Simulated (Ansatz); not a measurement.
# GaAs: the cost of one run

Program: Ansatz 0.2.0. Level of theory: DFT PBE, scalar-relativistic, plane waves, PAW. These are calculated values, not measurements.

## Step 1: The starting structure

Symmetry: P6mm, No. 183, hexagonal system. Conventional cell: a = 4.301 Å, b = 4.301 Å, c = 2.941 Å, α = 90.00°, β = 90.00°, γ = 120.00°. Ga (site symmetry 6mm) has 2 As at 1.45 to 1.49 Å in its first shell of neighbours. As (site symmetry 6mm) has 2 Ga at 1.45 to 1.49 Å in its first shell of neighbours.

Coordinates:

```
CELL_PARAMETERS angstrom
4.30071 0.00000 0.00000
-2.15035 3.72452 0.00000
0.00000 0.00000 2.94081
ATOMIC_POSITIONS crystal
Ga 0.00000 0.00000 0.87695
As 0.00000 0.00000 0.38365
```

The cell is invented: random cell by space group and Wyckoff sites (P6mm, No. 183). Its size is a rough estimate.

## Step 2: Probe: one point on a coarse mesh

Input file input.yaml:

```yaml
crystal:
  lattice:
    - [4.3007085, 0.0, 0.0]
    - [-2.15035425, 3.72452281, 0.0]
    - [0.0, 0.0, 2.94081394]
  atoms:
    - { symbol: Ga, position: [0.0, 0.0, 0.8769546] }
    - { symbol: As, position: [0.0, 0.0, 0.38364847] }
basis:
  ecutwfc: 420
kpoints:
  mp_grid: { grid: [6, 6, 6] }
hamiltonian:
  xc: pbe
scf:
  occupations: { method: gaussian, width: 0.1 }
  lower_state_search: "off"
output:
  forces: true
  stress: true
  eigenvalues: true
```

Started as:

```console
ansatz run input.yaml --threads 1 --pin off --max-ram 2560MiB --backend cpu --events-out ev --progress --plain --runs-dir out
```

Q: Estimate wall time and peak memory on 1 thread of Arm Neoverse V2, shared host.

About 3.2 s, with a peak of 0.31 GiB.
